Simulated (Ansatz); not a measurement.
The system is TiH2.

```xyz
3
Lattice="-1.5965 1.5965 2.1335 1.5965 -1.5965 2.1335 1.5965 1.5965 -2.1335" Properties=species:S:1:pos:R:3 pbc="T T T"
Ti    0.0000    0.0000    0.0000
H     1.5965    0.0000    1.0668
H     0.0000    1.5965    1.0668
```

Program: Ansatz 0.2.0. Alike in all runs: task projected density of states; potentials or basis Ansatz PAW; no spin polarisation; cell as given; k mesh 12 × 12 × 12; cutoff (eV) 500; smearing fermi-dirac 0.05 eV.

Question: Order these runs on this cell by their pressure, lowest first.
A. level r2SCAN+U; U Ti d U = 4 eV; hubbard projectors ortho-atomic (the default); double counting fll (the default)
B. level r2SCAN+U; U Ti d U = 3 eV; hubbard projectors ortho-atomic (the default); double counting fll (the default)
C. level r2SCAN
D. level r2SCAN+U; U Ti d U = 2 eV; hubbard projectors ortho-atomic (the default); double counting fll (the default)

Answer: C (-2.8 GPa), D (-0.3 GPa), B (2.2 GPa), A (9.8 GPa).

Caveats: the PAW data sets come from PBE, with cores solved anew for the run's functional, which leaves a small shift of forces and pressure; the density of states is complete only up to the lowest level of the last band computed; U without spin polarisation on a metal has little footing (some runs); the U is typed as a test and isn't derived for this compound (some runs).
